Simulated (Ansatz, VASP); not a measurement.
InSb3: VASP beside Ansatz

INCAR

```
PREC = Accurate
ENCUT = 520
EDIFF = 1E-6
ISMEAR = -1
SIGMA = 0.05
LREAL = F
LASPH = T
NELM = 100
ALGO = Normal
ISIF = 2
LWAVE = F
LCHARG = T
GGA = PS
LELF = T
LVHAR = T
NBANDS = 22
```

KPOINTS

```
Automatic mesh
0
Gamma
  6 6 6
```

POSCAR

```
InSb3
1.0
    0.0000000000      3.7945550000      3.7945550000
    3.7945550000      0.0000000000      3.7945550000
    3.7945550000      3.7945550000      0.0000000000
Sb In
3 1
Direct
    0.5000000000      0.5000000000      0.5000000000
    0.7500000000      0.7500000000      0.7500000000
    0.2500000000      0.2500000000      0.2500000000
    0.0000000000      0.0000000000      0.0000000000
```

input.yaml

```yaml
crystal:
  lattice:
    - [0.0, 3.794555, 3.794555]
    - [3.794555, 0.0, 3.794555]
    - [3.794555, 3.794555, 0.0]
  atoms:
    - { symbol: Sb, position: [0.5, 0.5, 0.5] }
    - { symbol: Sb, position: [0.75, 0.75, 0.75] }
    - { symbol: Sb, position: [0.25, 0.25, 0.25] }
    - { symbol: In, position: [0.0, 0.0, 0.0] }
kpoints:
  mp_grid: { grid: [6, 6, 6] }
scf:
  occupations: { method: fermi_dirac, width: 0.05 }
hamiltonian:
  xc: pbesol
  pseudopotentials: { kind: all_electron, lapw: { basis_error: 0.001 } }
output:
  forces: true
  stress: true
  eigenvalues: true
  populations: true
```

The cell comes from a database or a generator and needn't be the stable form of this composition.

Alike in both runs: task single point; functional PBEsol; k mesh 6 × 6 × 6; occupations fermi-dirac, width 0.05 eV; no spin polarisation.

```csv
,VASP,Ansatz
version,VASP 6.6.1,Ansatz 0.2.0
potentials or method,"VASP PAW PBE potentials, release 64 (Sb, In_d)","all-electron LAPW, scalar-relativistic"
plane-wave cutoff (eV),520,see its input
```

```tsv
	VASP	Ansatz	Ansatz less VASP
gap on the k mesh at the Fermi level (eV)	none	none	-
pressure (GPa)	-3.1	-3.1	+0.03
```

A gap of «none» marks a metal or a gap that the smearing closes. Ansatz ran all-electron here, so the differences hold the error of VASP's frozen core and of both bases.

Caveats: the PAW data sets were made with another functional, which shifts forces and pressure a little (VASP). Spin-orbit coupling is left out, which matters for the levels of Sb.
